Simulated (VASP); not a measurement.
The system is SnSe.

```
Sn Se
1.0
     0.00000    3.01043    3.01043
     3.01043    0.00000    3.01043
     3.01043    3.01043    0.00000
Sn Se
1 1
Direct
  0.00000 0.00000 0.00000
  0.50000 0.50000 0.50000
```

Measurements of this composition are mostly on another form, of space group No. 62.

| Property | Result |
| --- | --- |
| Program | VASP 6.6.1 |
| Task | relaxation of cell and atoms |
| Functional | PBEsol |
| Potentials or basis | VASP PAW PBE potentials, release 64 (Sn_d, Se) |
| Cutoff | 600 eV |
| k mesh | 10 × 10 × 10 |
| Occupations | gaussian, width 0.1 eV |
| Spin | no spin polarisation |

At the start: pressure -1.8 GPa; volume 27.28 Å³/atom.

**Question.** Where does the relaxation end?

**Answer.** Over 3 steps the energy falls by 5.4 meV/atom and the volume is 26.35 Å³/atom (-3.4 %); space group Fm-3m (No. 225, to 0.05 Å).

The path:
| step | energy change (eV) | largest force (eV/Å) | pressure (GPa) | volume (Å³) |
| --- | --- | --- | --- | --- |
| 1 | 0.0000 | 0.0000 | -1.81 | 54.57 |
| 2 | -0.0098 | 0.0000 | 0.58 | 52.17 |
| 3 | -0.0108 | 0.0000 | 0.01 | 52.70 |

Final structure:
```
Sn Se
1.0
     0.00000    2.97581    2.97581
     2.97581    0.00000    2.97581
     2.97581    2.97581    0.00000
Sn Se
1 1
Direct
  0.00000 0.00000 0.00000
  0.50000 0.50000 0.50000
```

Caveat: the PAW data sets were made with another functional, which shifts forces and pressure a little.
